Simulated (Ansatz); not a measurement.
Chalcopyrite CuInS₂, treated with LDA in Ansatz (PAW).

Settings: plane-wave cutoff 520 eV, 10×10×10 k mesh, Fermi–Dirac smearing 0.01 eV, no spin polarisation, scalar-relativistic PAW data made under PBE.

Cell (relaxed at this level):

```
CuInS2
1.0
   -2.71386     2.71386     5.46135
    2.71386    -2.71386     5.46135
    2.71386     2.71386    -5.46135
In Cu S
2 2 4
Cartesian
  0.00000   0.00000   5.46135
  2.71386   0.00000   2.73067
  0.00000   0.00000   0.00000
  0.00000   2.71386   2.73067
  1.54356   1.35693   6.82668
  4.07079   1.17031  -1.36534
  1.17031   1.35693   1.36534
 -1.35693   1.54356   4.09601
```

Q: Give the computed bulk modulus, band gap and pressure derivative B′ of the bulk modulus.

A: 
- bulk modulus: 83.8 GPa
- band gap: 0.03 eV (under three smearing widths, so not firm)
- pressure derivative B′ of the bulk modulus: 4.8

Measured, for comparison: band gap 1.55 eV (temperature not stated, no zero-point or thermal correction, direct or pseudo-direct at Γ; as tabulated in Ghosh et al. (2024), arXiv:2401.16805).

Note: the bulk modulus comes from volumes at which shape and atoms were relaxed.

Spin–orbit coupling is not included; it can close the smallest gap of 0.03 eV.

Ansatz is a quantum-chemistry and plane-wave program.
